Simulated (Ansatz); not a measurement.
# Li₂Se

```
CELL_PARAMETERS angstrom
0.00000 3.00250 3.00250
3.00250 0.00000 3.00250
3.00250 3.00250 0.00000
ATOMIC_POSITIONS crystal
Li 0.25000 0.25000 0.25000
Li 0.75000 0.75000 0.75000
Se 0.00000 0.00000 0.00000
```

Atom numbers follow the list: Li1, Li2, Se3.

The geometry is COD entry 1011373, unchecked; take it as a test cell.

All numbers are computed: DFT, LDA, all-electron LAPW, scalar-relativistic (Ansatz 0.2.0); DFT, LDA, PAW with Ansatz's default frozen-core files, scalar-relativistic (Ansatz 0.2.0).

For LAPW: a Γ-centred 9×9×9 k mesh, Fermi–Dirac smearing of 0.03 eV, basis error target 1 meV/atom, no spin polarisation. PAW takes a cutoff of 420 eV at this cell (files made with PBE, cores remade for this functional). The Ansatz runs share mesh, smearing and spin set-up. Values come from LAPW unless marked.

* Smallest direct gap on the path: 3.19 eV
* Pressure at this cell: -25.8 kbar
* Band gap: 2.81 eV, indirect from Γ to X (0.5, 0, 0.5)
* Volume per atom: 18.05 Å³

Task: Predict this quantity. Löwdin charges (with 0.15 e of the cell spilling out of the atomic basis, so their sizes and signs hang on that basis).

Result: Li1 0.63, Se3 -1.11 e.

Task: Bader charges (from the PAW run): what does the calculation give?

Result: Li1 +0.85, Se3 -1.70 e.
